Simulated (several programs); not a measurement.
What each method gives for PbTe (rocksalt)

Measured values to be reproduced:
- volume: 33.61 Å³ an atom (from the lattice constants; cubic lattice constant a at 250 K; 250 K; “Correlated local dipoles in PbTe”; 2017; arxiv:1709.02863)

PbTe built on the rocksalt prototype, relaxed with r2SCAN in Ansatz, was computed with several methods. Space group Fm-3m (No. 225), cubic; a = 6.536 Å in the conventional setting, 34.90 Å³ an atom. Around Pb lie 6 Te at 3.27 Å; around Te lie 6 Pb at 3.27 Å. The values are computed, spin-unpolarised.

```yaml
crystal:
  lattice:
    - [0.00000, 3.26784, 3.26784]
    - [3.26784, 0.00000, 3.26784]
    - [3.26784, 3.26784, 0.00000]
  atoms:
    - { symbol: Pb, position: [0.00000, 0.00000, 0.00000] }
    - { symbol: Te, position: [0.50000, 0.50000, 0.50000] }
```

Gaps and times are for a single point on this cell; volume and bulk modulus come from each method's own relaxation or energy curve at fixed shape. Times are rough, from shared hosts (Arm Neoverse V1; Arm Neoverse V2; Intel Xeon Platinum 8559C), and each method has its own mesh and cell size. A star marks a curve whose lowest point is an end point. PM6 (MOPAC), PM7 (MOPAC), GFN1-xTB (tblite), GFN2-xTB (tblite) treat a cluster of cells at its zone centre, which samples few k points: where these miss a band edge, the gap comes out too large for that reason alone. Gaps from k meshes are read at a limited set of points (mesh, symmetry points, PBE's band edges), so each method's own least gap may be somewhat smaller. xTB and the PM methods were fitted mostly to molecules, and can miss a solid's gap by electronvolts. Minimal bases can be far off for gaps. Times of the plane-wave ladder aren't listed, since it ran on unlike processors and cards. GLLB-SC's gap includes the derivative discontinuity. G0W0 is at finite bands, cutoff and mesh. d marks a direct gap, i an indirect one (no mark: not told apart), a dash a value that wasn't computed or didn't pass its checks.

| method | kind | gap (eV) | own volume (Å³/atom) | bulk modulus (GPa) | atoms computed | processor time |
| --- | --- | --- | --- | --- | --- | --- |
| PBEsol | semilocal | – | 33.44 | – | 2 | – |
| light PBE (260 eV and a coarse mesh) | light plane-wave | 0.81 d | – | – | 2 | 0.79 s |
| GFN1-xTB (tblite) | tight binding | 0.47 | 31.12* | 95* | cluster | 1.4 s |
| LDA | semilocal | 0.71 d | 32.49 | – | 2 | – |
| PM6 (MOPAC) | semi-empirical | 3.17 | – | – | cluster | 2 s |
| PM7 (MOPAC) | semi-empirical | 6.14 | – | – | cluster | 2.4 s |
| PBE/single zeta (GPAW) | small basis | 0.79 d | – | – | 2 | 2.7 s |
| PBE | semilocal | 0.80 d | 35.44 | 39 | 2 | – |
| GFN2-xTB (tblite) | tight binding | 1.08 | – | – | cluster | 3.3 s |
| PBE/SZV (CP2K) | small basis | 0.94 d | 36.49 | 43 | 2 | 4.2 s |
| r2SCAN | semilocal | 1.09 d | 34.90 | 42 | 2 | – |
| GLLB-SC (GPAW) | model potential | 1.52 | – | – | 2 | 11 s |
| PBE/DZVP (CP2K) | small basis | 0.78 d | 35.42 | 39 | 2 | 12 s |
| PBE+SOC | semilocal | 0.02 d | – | – | 2 | – |
| G0W0@LDA (140 eV screening cutoff) | many-body | 1.01 | – | – | 2 | – |
| G0W0@r2SCAN (140 eV screening cutoff) | many-body | 1.17 | – | – | 2 | – |
| HSE06 | hybrid | 1.20 d | 34.62 | – | 2 | – |
| PBE0 | hybrid | 1.74 d | – | – | 2 | – |
| Hartree-Fock | exact exchange | 5.41 d | – | – | 2 | – |
| r2SCANh | hybrid | 1.43 d | – | – | 2 | – |
| G0W0@PBE (220 eV screening cutoff) | many-body | 1.11 | – | – | 2 | – |
| DDH-PBE0 | hybrid | 0.93 d | – | – | 2 | – |
| G0W0@HSE06 (140 eV screening cutoff) | many-body | 1.20 | – | – | 2 | – |
| HSE06+SOC | hybrid | 0.27 d | – | – | 2 | – |

Against HSE06 (1.20 eV) and with closed or daggered gaps left aside, the nearest gap at the points sampled is that of G0W0@HSE06 (140 eV screening cutoff) (0.00 eV) and the farthest that of PM7 (MOPAC) (+4.94 eV). HSE06 is only a yardstick of convenience, and nearness to it can be luck.

Volumes against r2SCAN's: PBEsol -4.2 %, LDA -6.9 %, PBE +1.6 %, PBE/SZV (CP2K) +4.6 %, PBE/DZVP (CP2K) +1.5 %, HSE06 -0.8 %.

Comparison with experiment:
- Volume, measured 33.61 Å³ an atom: PBEsol -0.5 %, LDA -3.4 %, PBE +5.4 %, PBE/SZV (CP2K) +8.6 %, r2SCAN +3.8 %, PBE/DZVP (CP2K) +5.4 %, HSE06 +3.0 %.
The calculations are for a static lattice; samples hold vibrations, temperature and, in optical gaps, excitons. A measured value is shown where most reports agree with it, and only for the quantities listed.

Only the rows marked +SOC include spin-orbit coupling.
